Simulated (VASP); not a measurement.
Set up this calculation in VASP 6.6.1, as the native input.

| Quantity | Value |
| --- | --- |
| Task | work function |
| Functional | PBE0 |
| Potentials or basis | VASP PAW PBE potentials, release 64 (S, Ti_sv) |
| Cutoff | 520 eV |
| k mesh | 6 × 6 × 1 |
| Occupations | gaussian, width 0.08 eV |
| Spin | no spin polarisation |
| Grid for exact exchange (PRECFOCK) | Fast |
| Exchange at q = 0 | default |
| Dipole correction | yes |
| Further INCAR settings | ALGO = Normal; EDIFF = 1e-06 |

TiS2, a sheet with vacuum:

```
CELL_PARAMETERS angstrom
3.31953 0.00000 0.00000
-1.65976 2.87479 0.00000
0.00000 0.00000 18.86000
ATOMIC_POSITIONS crystal
S 0.33333 0.66667 0.42397
S 0.66667 0.33333 0.57603
Ti 0.00000 0.00000 0.50000
```

The cell was built by a generator and needn't be a form met in nature.

One way to write it, as run:

POSCAR

```
TiS2                                    
1.0
    3.3195261932      0.0000000000      0.0000000000
   -1.6597630966      2.8747940091      0.0000000000
    0.0000000000      0.0000000000     18.8600000000
  S               Ti            
     2     1
Direct
     0.3333330000000032    0.6666669999999968    0.4239718559359925
     0.6666669999999968    0.3333330000000032    0.5760281440640075
     0.0000000000000000    0.0000000000000000    0.5000000000000000
```

INCAR.step1

```
  ALGO = Normal
  DIPOL = 0.5 0.5 0.500
  EDIFF = 1E-5
  ENCUT = 520
  GGA = PE
  IDIPOL = 3
  ISIF = 2
  ISMEAR = 0
  KPAR = 4
  LASPH = True
  LDIPOL = True
  LREAL = False
  LWAVE = True
  NELM = 60
  PREC = Accurate
  SIGMA = 0.08
```

INCAR.step2

```
  AEXX = 0.25
  ALGO = Normal
  DIPOL = 0.5 0.5 0.500
  EDIFF = 1E-6
  ENCUT = 520
  GGA = PE
  IDIPOL = 3
  ISIF = 2
  ISMEAR = 0
  ISTART = 1
  KPAR = 4
  LASPH = True
  LCHARG = True
  LDIPOL = True
  LHFCALC = True
  LREAL = False
  LVACPOTAV = True
  LVHAR = True
  LWAVE = False
  NELM = 60
  PREC = Accurate
  PRECFOCK = Fast
  SIGMA = 0.08
```

KPOINTS

```
k-points
0
Gamma
  6 6 1
```

Potentials or basis: VASP PAW PBE potentials, release 64 (S, Ti_sv).

Command:

```sh
$ cat potpaw_PBE.64/S/POTCAR potpaw_PBE.64/Ti_sv/POTCAR > POTCAR
$ cp INCAR.step1 INCAR
$ mpirun -np 4 vasp_std > vasp.out
$ cp INCAR.step2 INCAR
$ mpirun -np 4 vasp_std > vasp.out
```

It gave:

```json
{
 "Largest force": "0.067 eV/Å",
 "Band gap on the k mesh": "1.07 eV, indirect (least direct gap 1.68 eV)",
 "Ionisation potential of the upper face": "6.24 eV"
}
```

Caveat: the PAW data sets were made with another functional, which shifts forces and pressure a little.

It took 90 s on 4 MPI ranks on Intel(R) Xeon(R) 6975P-C (Granite Rapids), with other jobs on the host, peak memory 0.33 GiB a rank.
